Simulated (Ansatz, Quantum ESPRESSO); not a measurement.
**Ca: programs and potentials compared**

```xyz
1
Lattice="0.0000 2.7942 2.7942 2.7942 0.0000 2.7942 2.7942 2.7942 0.0000" Properties=species:S:1:pos:R:3 pbc="T T T"
Ca    0.0000    0.0000    0.0000
```

Alike in all runs: task band structure; functional PBEsol; k mesh 8 × 8 × 8; occupations fermi-dirac, width 0.05 eV; no spin polarisation; no spin-orbit coupling. Pressure is positive in compression and, in plane waves, holds the error of the finite cutoff, which Ansatz's Pulay term estimates and takes out.

| program and potentials | plane-wave cutoff (eV) | notes | pressure (GPa) |
| --- | --- | --- | --- |
| Quantum ESPRESSO, GBRV 1.5 PBEsol | 612 | - | -1.18 |
| Ansatz, all-electron LAPW, scalar-relativistic | - | - | -1.17 |
| Ansatz, PAW datasets made for the crystal | 200 | - | -1.17 |
| Quantum ESPRESSO, PseudoDojo 0.4.1 SR PBEsol standard | 925 | - | -1.19 |

The pressure spans -1.19 (Quantum ESPRESSO, PseudoDojo 0.4.1 SR PBEsol standard) to -1.17 GPa (Ansatz, all-electron LAPW, scalar-relativistic), with all-electron results at -1.17.

Differences between rows come from potentials, basis sets and numerical settings, since the functional is the same but for its coding. Runs on potential files found faulty are left out.
